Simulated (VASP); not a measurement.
The system is PbSe (Clausthalite).

```
Pb Se
1.0
     0.00000    3.06065    3.06065
     3.06065    0.00000    3.06065
     3.06065    3.06065    0.00000
Pb Se
1 1
Direct
  0.00000 0.00000 0.00000
  0.50000 0.50000 0.50000
```

```yaml
Program: VASP 6.6.1
Task: relaxation of cell and atoms
Functional: HSE06
Potentials_or_basis: VASP PAW PBE potentials, release 64 (Pb_d, Se)
Cutoff: 600 eV
k_mesh: 4 × 4 × 4
Occupations: fermi-dirac, width 0.05 eV
Spin: no spin polarisation
```

At the start: pressure 1.3 GPa; volume 28.67 Å³/atom.

Task: Where does the relaxation end?

Result: Over 3 steps the energy falls by 2.7 meV/atom and the volume is 29.37 Å³/atom (+2.4 %); space group Fm-3m (No. 225, to 0.05 Å).

The path:
```tsv
step	energy change (eV)	largest force (eV/Å)	pressure (GPa)	volume (Å³)
1	0.0000	0.0000	1.28	57.34
2	-0.0047	0.0000	-0.44	59.27
3	-0.0055	0.0000	-0.01	58.74
```

Final structure:
```xyz
2
Lattice="0.0000 3.0853 3.0853 3.0853 0.0000 3.0853 3.0853 3.0853 0.0000" Properties=species:S:1:pos:R:3 pbc="T T T"
Pb    0.0000    0.0000    0.0000
Se    3.0853    3.0853    3.0853
```

Caveat: the k mesh is coarse (spacing up to 0.44 Å⁻¹), so the values aren't converged, least of all with exact exchange; the PAW data sets were made with another functional, which shifts forces and pressure a little.
